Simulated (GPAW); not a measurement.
# How all numerical settings together moves the magnetism of linear Co chain, spacing 2.185 A

Wanted: the cheapest choice of all numerical settings together that holds the magnetic results of linear Co chain, spacing 2.185 A.

Method: PBE; plane waves with GPAW's PAW setups, scalar-relativistic, in GPAW 26.7.0.

### 1. Starting point

The cell holds 1 atom: 1 Co. Cell: a = 12.000 Å, b = 12.000 Å, c = 2.185 Å, α = 90.0°, β = 90.0°, γ = 90.0°. model lattice. Vacuum lies along a and b. The structure's axis is c.

### 2. Rung 1 (280 eV, mesh 1×1×6), start ferro +

Several settings change at once from rung to rung, from a quick look to a careful run; the headings and inputs name them.

order1.py

```python
import json
import numpy as np
from ase import Atoms
from ase.parallel import paropen, parprint
from gpaw import GPAW

atoms = Atoms(['Co'],
    cell=[[12.0, 0.0, 0.0],
         [0.0, 12.0, 0.0],
         [0.0, 0.0, 2.185]],
    scaled_positions=[[0.5, 0.5, 0.0]],
    pbc=True,
    magmoms=[2.0])
atoms.calc = GPAW(mode={'name': 'pw', 'ecut': 280},
    xc='PBE',
    kpts={'size': (1, 1, 6), 'gamma': True},
    occupations={'name': 'fermi-dirac', 'width': 0.2},
    convergence={'density': 1e-05, 'energy': 1e-05},
    maxiter=200,
    symmetry={'tolerance': 1e-4},
    txt='order1.txt')
e = atoms.get_potential_energy(force_consistent=True)
res = {'free_energy': e, 'energy_sigma0': atoms.get_potential_energy(), 'fermi_energy': atoms.calc.get_fermi_level()}
res['moments'] = atoms.get_magnetic_moments().tolist()
res['total'] = atoms.get_magnetic_moment()
parprint('site moments (muB):', np.round(res['moments'], 3))
parprint(f"total moment: {res['total']:.3f} muB")
parprint(f'free energy: {e:.6f} eV')
atoms.calc.write('order1.gpw')
with paropen('results.json', 'w') as f:
    json.dump(res, f)
```

On the command line:

```sh
$ OMP_NUM_THREADS=1 python3 order1.py > order1.log
```

Numbers of over 12 decimals in the logs are rounded to 6 here.

Log:

```text
site moments (muB): [1.965]
total moment: 2.093 muB
free energy: -4.704785 eV

--- order1.txt ---
Input parameters:
  mode=PW(ecut=280),
  convergence={'density': 1e-05, 'energy': 1e-05},
  kpts=MonkhorstPack(size=(1, 1, 6), gamma=True),
  maxiter=200,
  occupations=Occupations(name='fermi-dirac', width=0.2),
  symmetry=Symmetry(tolerance=0.0001),
  xc=XC(name='PBE')

Diagonalizing LCAO Hamiltonian
Converting LCAO to pw mode
        .----------------------------.
       /|                            |
      / |                            |
     /  .----------------------------.
    /  /                            /
   /  /                            /
  /  /                            /
 *  /              Co            /
 | /                            /
 |/                            /
 *----------------------------*

Atoms  # Å, Bohr magnetons
|   | symbol |        x |        y |        z |    initial magnetic moments |
|---|--------|----------|----------|----------|-----------------------------|
| 0 |     Co | 6.000000 | 6.000000 | 0.000000 | ( 0.0000,  0.0000,  2.0000) |

Unit cell  # Å
| periodic |         x |         y |        z |   lengths |    angles |
|----------|-----------|-----------|----------|-----------|-----------|
|      yes | 12.000000 |  0.000000 | 0.000000 | 12.000000 | 90.000000 |
|      yes |  0.000000 | 12.000000 | 0.000000 | 12.000000 | 90.000000 |
|      yes |  0.000000 |  0.000000 | 2.185000 |  2.185000 | 90.000000 |

Number of symmetries: 16

BZ-sampling:
  Number of BZ points: 6
  Number of IBZ points: 4

  Monkhorst-Pack size: [1, 1, 6]
  Monkhorst-Pack shift: [0.0, 0.0, 0.083333]

Plane wave coefficients: 3390
Cutoff: 280.0 eV

Spin-components: 2 (collinear spins)
Bands:           9
Projectors:      6
Spin-degeneracy: 1
Datatype:        complex128

Parallelization:
  kpt:    1
  domain: 1
  band:   1

Density:
  Valence electrons: 9.0
  Components: 2
  Grid points: [48 48  9]
  Charge: 0.0  # |e|

Potential:
  Grid points: [48 48  9]

[... setups left out ...]
Reference energy: -37902.709906  # eV

eigensolver:
  PPCG
  Converge bands: occupied
  niter=2

density mixing:
  MSR1-Mixer
  Pratt-step length: 0.05
  Maximum mixing coefficient: 0.75
  Old densities: 10
  SVD Regularization: 0.005
  Good broyden scale: 1.0
  Trust region scale: 1.0
  Backstep threshold: 4.0
  History deletion threshold: 6.0
  Fourier metric: weight=20.0, sigma=0.015

occupation numbers:
  Fermi-Dirac:
    width: 0.2000  # eV

poisson solver:
  ecut: 2240.0  # eV

xc functional:
  name: PBE with 2 nearest neighbor stencil

convergence criteria:
- Maximum integral of absolute [dens]ity change: 1e-05 electrons / valence electron
- Maximum [total energy] change in last 3 cyles: 1e-05 eV / valence electron
- Maximum integral of absolute [eigenst]ate change: 4e-08 eV^2 / valence electron
maximum number of iterations: 200

SCF iterations
|iter     |      energy | eigst |  dens |  magmom |
|---------|-------------|-------|-------|---------|
|iter:   1|       0s |   -5.330664 | -0.20 |       |  +2.0032|
|iter:   2|       0s |   -4.957889 | -1.29 | -0.73 |  +1.9998|
|iter:   3|       1s |   -4.532492 | -0.92 | -0.87 |  +2.0054|
|iter:   4|       1s |   -4.503850 | -1.67 | -1.23 |  +2.0142|
|iter:   5|       2s |   -4.512034 | -2.40 | -1.45 |  +2.0893|
|iter:   6|       2s |   -4.510790 | -3.02 | -1.81 |  +2.0860|
|iter:   7|       3s |   -4.512809 | -3.62 | -2.13 |  +2.1002|
|iter:   8|       3s |   -4.512850 | -4.83 | -2.80 |  +2.0965|
|iter:   9|       4s |   -4.512992 | -5.51 | -3.12 |  +2.0952|
|iter:  10|       4s |   -4.513117 | -6.03 | -3.47 |  +2.0927|
|iter:  11|       5s |   -4.513142 | -6.56 | -3.68 |  +2.0919|
|iter:  12|       5s |   -4.513186c| -5.51 | -3.73 |  +2.0899|
|iter:  13|       5s |   -4.513219c| -5.54 | -3.51 |  +2.0895|
|iter:  14|       6s |   -4.513298 | -5.52 | -3.36 |  +2.0899|
|iter:  15|       6s |   -4.513354 | -5.52 | -3.54 |  +2.0907|
|iter:  16|       7s |   -4.513371c| -5.64 | -3.70 |  +2.0930|
|iter:  17|       7s |   -4.513385c| -6.71 | -4.19 |  +2.0928|
|iter:  18|       8s |   -4.513385c| -7.84c| -4.89 |  +2.0927|
|iter:  19|       8s |   -4.513386c| -8.17c| -5.43c|  +2.0927|

Converged in 19 steps
Energy contributions relative to reference atoms: (reference = -37902.709906)

Energy contributions:
  Kinetic:          16.991502
  Coulomb:         -13.918531
  Zero:              0.426890
  External:          0.000000
  Xc:               -7.821847
  Entropy:          -0.382799
  Spinorbit:         0.000000
  ----------------------------
  Free energy:      -4.704785
  Extrapolated:     -4.513386

dipole moment: (-0.000005, -0.000005, -5.816806)  # |e|*Ang

Total magnetic moment: (0.000000, 0.000000, 2.092736)

Local magnetic moments
|        x |        y |        z |
|----------|----------|----------|
| 0.000000 | 0.000000 | 1.964977 |  # Co   0

Fermi level: -3.805
Eigenvalues  # (at kpt = [0.000, 0.000, 0.000])
| band index |      eig [eV] | occ [0-1] |      eig [eV] | occ [0-1] |
|------------|---------------|-----------|---------------|-----------|
|          0 |        -8.728 |     1.000 |        -7.680 |     1.000 |
|          1 |        -6.199 |     1.000 |        -5.020 |     0.998 |
|          2 |        -6.193 |     1.000 |        -4.279 |     0.914 |
|          3 |        -6.128 |     1.000 |        -4.191 |     0.873 |
|          4 |        -4.560 |     0.978 |        -2.583 |     0.002 |
|          5 |        -4.560 |     0.978 |        -2.583 |     0.002 |
|          6 |        -2.178 |     0.000 |        -1.995 |     0.000 |
|          7 |        -2.178 |     0.000 |        -1.995 |     0.000 |
|          8 |         0.135 |     0.000 |         0.124 |     0.000 |

No gap
No difference between direct/indirect transitions
```

It took 11 s on 1 MPI rank of Intel Xeon Platinum 8375C at 2.90GHz (Ice Lake), shared host; peak memory 0.18 GiB.

This step gave:

| Quantity | Value |
| --- | --- |
| magnetization | 2.093 μB |
| final state | ferromagnetic |
| largest moment | 1.965 μB |

After 19 cycles the largest moment stands at 1.96 μB.

### 3. Rung 1 (280 eV, mesh 1×1×3), start antiferro q=(0,0,1/2) +-

The second start gives the energy difference between the two end states, the quantity that is followed up the ladder. Its q is in fractions of the reciprocal vectors of the first run's cell.

order2.py is the script of step 2 with these lines changed:

```diff
@@ -6,12 +6,13 @@
 
-atoms = Atoms(['Co'],
+atoms = Atoms(['Co', 'Co'],
     cell=[[12.0, 0.0, 0.0],
          [0.0, 12.0, 0.0],
-         [0.0, 0.0, 2.185]],
-    scaled_positions=[[0.5, 0.5, 0.0]],
+         [0.0, 0.0, 4.37]],
+    scaled_positions=[[0.5, 0.5, 0.0],
+         [0.5, 0.5, 0.5]],
     pbc=True,
-    magmoms=[2.0])
+    magmoms=[2.0, -2.0])
 atoms.calc = GPAW(mode={'name': 'pw', 'ecut': 280},
     xc='PBE',
-    kpts={'size': (1, 1, 6), 'gamma': True},
+    kpts={'size': (1, 1, 3), 'gamma': True},
     occupations={'name': 'fermi-dirac', 'width': 0.2},
@@ -20,3 +21,3 @@
     symmetry={'tolerance': 1e-4},
-    txt='order1.txt')
+    txt='order2.txt')
 e = atoms.get_potential_energy(force_consistent=True)
@@ -28,3 +29,3 @@
 parprint(f'free energy: {e:.6f} eV')
-atoms.calc.write('order1.gpw')
+atoms.calc.write('order2.gpw')
 with paropen('results.json', 'w') as f:
```

On the command line:

```sh
$ OMP_NUM_THREADS=1 python3 order2.py > order2.log
```

Log:

```text
site moments (muB): [ 1.256 -1.256]
total moment: 0.000 muB
free energy: -9.002207 eV

--- order2.txt ---
Input parameters:
  mode=PW(ecut=280),
  convergence={'density': 1e-05, 'energy': 1e-05},
  kpts=MonkhorstPack(size=(1, 1, 3), gamma=True),
  maxiter=200,
  occupations=Occupations(name='fermi-dirac', width=0.2),
  symmetry=Symmetry(tolerance=0.0001),
  xc=XC(name='PBE')

Diagonalizing LCAO Hamiltonian
Converting LCAO to pw mode
        .----------------------------.
       /|                            |
      / |                            |
     /  |                            |
    /   |                            |
   /    .----------------------------.
  /    /           Co               /
 *    /                            /
 |   /                            /
 |  /              Co            /
 | /                            /
 |/                            /
 *----------------------------*

Atoms  # Å, Bohr magnetons
|   | symbol |        x |        y |        z |    initial magnetic moments |
|---|--------|----------|----------|----------|-----------------------------|
| 0 |     Co | 6.000000 | 6.000000 | 0.000000 | ( 0.0000,  0.0000,  2.0000) |
| 1 |     Co | 6.000000 | 6.000000 | 2.185000 | ( 0.0000,  0.0000, -2.0000) |

Number of symmetries: 16

BZ-sampling:
  Number of BZ points: 3
  Number of IBZ points: 2

  Monkhorst-Pack size: [1, 1, 3]
  Monkhorst-Pack shift: [0, 0, 0]

Plane wave coefficients: 6712
Cutoff: 280.0 eV

Spin-components: 2 (collinear spins)
Bands:           15
Projectors:      12
Spin-degeneracy: 1
Datatype:        complex128

Parallelization:
  kpt:    1
  domain: 1
[...]
|iter:  20|      16s |   -8.505699c| -6.89 | -3.76 |  +0.0000|
|iter:  21|      17s |   -8.505684c| -7.65c| -3.91 |  +0.0000|
|iter:  22|      18s |   -8.505676c| -7.55c| -4.28 |  +0.0000|
|iter:  23|      19s |   -8.505674c| -7.73c| -4.85 |  +0.0000|
|iter:  24|      19s |   -8.505673c| -8.21c| -5.24c|  +0.0000|

Converged in 24 steps
Energy contributions relative to reference atoms: (reference = -75805.419811)

Energy contributions:
  Kinetic:          29.777843
  Coulomb:         -24.256133
  Zero:              0.858174
  External:          0.000000
  Xc:              -14.389023
  Entropy:          -0.993068
  Spinorbit:         0.000000
  ----------------------------
  Free energy:      -9.002207
  Extrapolated:     -8.505673

dipole moment: (-0.000010, -0.000010, -11.635032)  # |e|*Ang

Total magnetic moment: (0.000000, 0.000000, 0.000005)

Local magnetic moments
|        x |        y |         z |
|----------|----------|-----------|
| 0.000000 | 0.000000 |  1.255572 |  # Co   0
| 0.000000 | 0.000000 | -1.255568 |  # Co   1

Fermi level: -3.910
Eigenvalues  # (at kpt = [0.000, 0.000, 0.000])
| band index |      eig [eV] | occ [0-1] |      eig [eV] | occ [0-1] |
|------------|---------------|-----------|---------------|-----------|
|          0 |        -8.111 |     1.000 |        -8.111 |     1.000 |
|          1 |        -6.421 |     1.000 |        -6.421 |     1.000 |
|          2 |        -6.421 |     1.000 |        -6.421 |     1.000 |
|          3 |        -5.727 |     1.000 |        -5.727 |     1.000 |
|          4 |        -5.552 |     1.000 |        -5.551 |     1.000 |
[...]
|         11 |        -2.045 |     0.000 |        -2.045 |     0.000 |
|         12 |        -2.045 |     0.000 |        -2.045 |     0.000 |
|         13 |         0.097 |     0.000 |         0.097 |     0.000 |
|         14 |         0.131 |     0.000 |         0.131 |     0.000 |

No gap
No difference between direct/indirect transitions
```

The job ended after 23 s (1 MPI rank; peak memory 0.24 GiB).

Read from the output:

```
magnetization  : 0 μB
final state    : antiferromagnetic
largest moment : 1.256 μB
```

This start lies +203.7 meV a seeded atom from the first; its largest moment is 1.26 μB.

### 4. Rung 2 (380 eV, mesh 1×1×8), start ferro +

order1.py is the script of step 2 with these lines changed:

```diff
@@ -13,6 +13,6 @@
     magmoms=[2.0])
-atoms.calc = GPAW(mode={'name': 'pw', 'ecut': 280},
+atoms.calc = GPAW(mode={'name': 'pw', 'ecut': 380},
     xc='PBE',
-    kpts={'size': (1, 1, 6), 'gamma': True},
-    occupations={'name': 'fermi-dirac', 'width': 0.2},
+    kpts={'size': (1, 1, 8), 'gamma': True},
+    occupations={'name': 'fermi-dirac', 'width': 0.15},
     convergence={'density': 1e-05, 'energy': 1e-05},
```

On the command line:

```sh
$ OMP_NUM_THREADS=1 python3 order1.py > order1.log
```

Log:

```text
site moments (muB): [2.087]
total moment: 2.247 muB
free energy: -4.864194 eV

--- order1.txt ---
Input parameters:
  mode=PW(ecut=380),
  convergence={'density': 1e-05, 'energy': 1e-05},
  kpts=MonkhorstPack(size=(1, 1, 8), gamma=True),
  maxiter=200,
  occupations=Occupations(name='fermi-dirac', width=0.15),
  symmetry=Symmetry(tolerance=0.0001),
  xc=XC(name='PBE')

Diagonalizing LCAO Hamiltonian
[...]
|          3 |        -6.326 |     1.000 |        -4.410 |     0.926 |
|          4 |        -4.904 |     0.997 |        -2.737 |     0.000 |
|          5 |        -4.904 |     0.997 |        -2.737 |     0.000 |
|          6 |        -2.206 |     0.000 |        -1.960 |     0.000 |
|          7 |        -2.206 |     0.000 |        -1.960 |     0.000 |
|          8 |         0.177 |     0.000 |         0.178 |     0.000 |

No gap
No difference between direct/indirect transitions


[key lines of the parts left out:]
Free energy:      -4.864194
Converged in 19 steps
dipole moment: (-0.000005, -0.000005, -5.841389)  # |e|*Ang
Fermi level: -4.032
```

Elapsed: 15 s, on 1 MPI rank; peak memory 0.21 GiB.

This step gave:

```
magnetization  : 2.247 μB
final state    : ferromagnetic
largest moment : 2.087 μB
```

The largest moment moves by +0.12 μB from rung 1, at 1.4 times its CPU time.

### 5. Rung 2 (380 eV, mesh 1×1×4), start antiferro q=(0,0,1/2) +-

order2.py is the script of step 3 with these lines changed:

```diff
@@ -14,6 +14,6 @@
     magmoms=[2.0, -2.0])
-atoms.calc = GPAW(mode={'name': 'pw', 'ecut': 280},
+atoms.calc = GPAW(mode={'name': 'pw', 'ecut': 380},
     xc='PBE',
-    kpts={'size': (1, 1, 3), 'gamma': True},
-    occupations={'name': 'fermi-dirac', 'width': 0.2},
+    kpts={'size': (1, 1, 4), 'gamma': True},
+    occupations={'name': 'fermi-dirac', 'width': 0.15},
     convergence={'density': 1e-05, 'energy': 1e-05},
```

On the command line:

```sh
$ OMP_NUM_THREADS=1 python3 order2.py > order2.log
```

Log:

```text
site moments (muB): [ 1.503 -1.503]
total moment: -0.000 muB
free energy: -9.036705 eV

--- order2.txt ---
Input parameters:
  mode=PW(ecut=380),
  convergence={'density': 1e-05, 'energy': 1e-05},
  kpts=MonkhorstPack(size=(1, 1, 4), gamma=True),
  maxiter=200,
  occupations=Occupations(name='fermi-dirac', width=0.15),
  symmetry=Symmetry(tolerance=0.0001),
  xc=XC(name='PBE')

Diagonalizing LCAO Hamiltonian
[...]
|          3 |        -5.972 |     1.000 |        -5.972 |     1.000 |
|          4 |        -5.945 |     1.000 |        -5.945 |     1.000 |
[...]
|         11 |        -2.053 |     0.000 |        -2.053 |     0.000 |
|         12 |        -2.053 |     0.000 |        -2.053 |     0.000 |
|         13 |         0.046 |     0.000 |         0.046 |     0.000 |
|         14 |         0.180 |     0.000 |         0.180 |     0.000 |

No gap
No difference between direct/indirect transitions


[key lines of the parts left out:]
Free energy:      -9.036705
Converged in 19 steps
dipole moment: (-0.000010, -0.000010, -11.684107)  # |e|*Ang
Fermi level: -4.095
```

Run time: 30 s. Hardware: 1 MPI rank; peak memory 0.3 GiB.

This step gave:

```
magnetization  : 0 μB
final state    : antiferromagnetic
largest moment : 1.503 μB
```

This start lies +345.8 meV a seeded atom from the first, a change of +142.2 meV since rung 1; its largest moment is 1.50 μB.

### 6. Rung 3 (500 eV, mesh 1×1×10), start ferro +

order1.py is the script of step 4 with these lines changed:

```diff
@@ -13,6 +13,6 @@
     magmoms=[2.0])
-atoms.calc = GPAW(mode={'name': 'pw', 'ecut': 380},
+atoms.calc = GPAW(mode={'name': 'pw', 'ecut': 500},
     xc='PBE',
-    kpts={'size': (1, 1, 8), 'gamma': True},
-    occupations={'name': 'fermi-dirac', 'width': 0.15},
+    kpts={'size': (1, 1, 10), 'gamma': True},
+    occupations={'name': 'fermi-dirac', 'width': 0.1},
     convergence={'density': 1e-05, 'energy': 1e-05},
```

On the command line:

```sh
$ OMP_NUM_THREADS=1 python3 order1.py > order1.log
```

Log:

```text
site moments (muB): [2.101]
total moment: 2.300 muB
free energy: -4.986978 eV

--- order1.txt ---
Input parameters:
  mode=PW(ecut=500),
  convergence={'density': 1e-05, 'energy': 1e-05},
  kpts=MonkhorstPack(size=(1, 1, 10), gamma=True),
  maxiter=200,
  occupations=Occupations(name='fermi-dirac', width=0.1),
  symmetry=Symmetry(tolerance=0.0001),
  xc=XC(name='PBE')

Diagonalizing LCAO Hamiltonian
[...]
|          3 |        -6.326 |     1.000 |        -4.440 |     0.970 |
|          4 |        -4.878 |     1.000 |        -2.772 |     0.000 |
|          5 |        -4.878 |     1.000 |        -2.772 |     0.000 |
|          6 |        -2.234 |     0.000 |        -1.945 |     0.000 |
|          7 |        -2.234 |     0.000 |        -1.945 |     0.000 |
|          8 |         0.212 |     0.000 |         0.201 |     0.000 |

No gap
No difference between direct/indirect transitions


[key lines of the parts left out:]
Free energy:      -4.986978
Converged in 22 steps
dipole moment: (-0.000005, -0.000005, -5.834700)  # |e|*Ang
Fermi level: -4.091
```

It took 30 s on 1 MPI rank; peak memory 0.27 GiB.

This step gave:

| Item | Value |
| --- | --- |
| magnetization | 2.300 μB |
| final state | ferromagnetic |
| largest moment | 2.101 μB |

The largest moment moves by +0.01 μB from rung 2, at 1.9 times its CPU time.

(Continued in part 2 of 2.)

[Logs and program files are shortened in this print: banners, set-up blocks, solver, clock and traceback lines can be left out without a mark of their own.]

[Logs are printed without paths, hosts, clocks, repeated set-up lines and the standing remarks that a program may print on its own settings, such as how far it seeks lower states.]

[Hosts, paths, dates, database ids (printed as entryN), source tags and the programs' standing remarks are cut or masked in the printed files.]

[Where a cell is said to come from a database of computed structures, the database is the Materials Project.]
